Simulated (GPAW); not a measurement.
The system is WC (Qusongite).

```
W C
1.0
     2.90650    0.00000    0.00000
    -1.45325    2.51710    0.00000
     0.00000    0.00000    2.83660
W C
1 1
Direct
  0.00000 0.00000 0.00000
  0.66667 0.33333 0.50000
```

- Program: GPAW 26.7.0
- Task: relaxation of cell and atoms
- Functional: PBE
- Potentials or basis: GPAW PAW data sets (gpaw-data 1.2.1)
- Cutoff: 800 eV
- Basis: pw
- k mesh: 7 × 7 × 7
- Occupations: fermi-dirac, width 0.05 eV
- Spin: no spin polarisation

At the start: pressure 5.7 GPa; volume 10.38 Å³/atom.

Problem. How do energy, volume and symmetry change on relaxing?

Solution. Over 4 steps the energy falls by 2.8 meV/atom and the volume is 10.53 Å³/atom (+1.4 %); space group P-6m2 (No. 187, to 0.05 Å).

Step by step:
```tsv
step	energy change (eV)	largest force (eV/Å)	pressure (GPa)	volume (Å³)
1	0.0000	0.0000	5.71	20.75
2	-0.0045	0.0000	2.48	20.92
3	-0.0056	0.0000	0.04	21.05
4	-0.0057	0.0000	-0.01	21.05
```

Final structure:
```
W C
1.0
     2.92098    0.00000    0.00000
    -1.46049    2.52964    0.00000
     0.00000    0.00000    2.84900
W C
1 1
Direct
  0.00000 0.00000 0.00000
  0.66667 0.33333 0.50000
```

Caveat: later steps reuse the first step's grids.
